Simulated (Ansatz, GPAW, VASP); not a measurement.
**PbSe: programs and potentials compared**

```xyz
2
Lattice="0.0000 3.0606 3.0606 3.0606 0.0000 3.0606 3.0606 3.0606 0.0000" Properties=species:S:1:pos:R:3 pbc="T T T"
Pb    0.0000    0.0000    0.0000
Se    3.0606    3.0606    3.0606
```

Alike in all runs: task single point; functional PBE; k mesh 8 × 8 × 8; occupations gaussian, width 0.012 eV; no spin polarisation; no spin-orbit coupling. Pressure is positive in compression and, in plane waves, holds the error of the finite cutoff, which Ansatz's Pulay term estimates and takes out.

| program and potentials | plane-wave cutoff (eV) | notes | band gap (eV) | pressure (GPa) |
| --- | --- | --- | --- | --- |
| Ansatz, Ansatz PAW | 420 | 15 valence electrons an atom on average | 0.29 | 2.43 |
| VASP, PBE PAW files Pb_d, Se, 520 eV | 520 | 10 valence electrons an atom on average | 0.29 | 2.41 |
| Ansatz, all-electron LAPW, scalar-relativistic | - | - | ? | ? |
| GPAW, GPAW PAW data sets (gpaw-data 1.2.1) | 600 | 10 valence electrons an atom on average | 0.24 | 2.22 |

Estimate from the other rows what the run with Ansatz, all-electron LAPW, scalar-relativistic gave.

Band gap 0.28 eV; pressure 2.43 GPa. The other rows, which needn't bracket it: band gap 0.24 to 0.29; pressure 2.22 to 2.43.
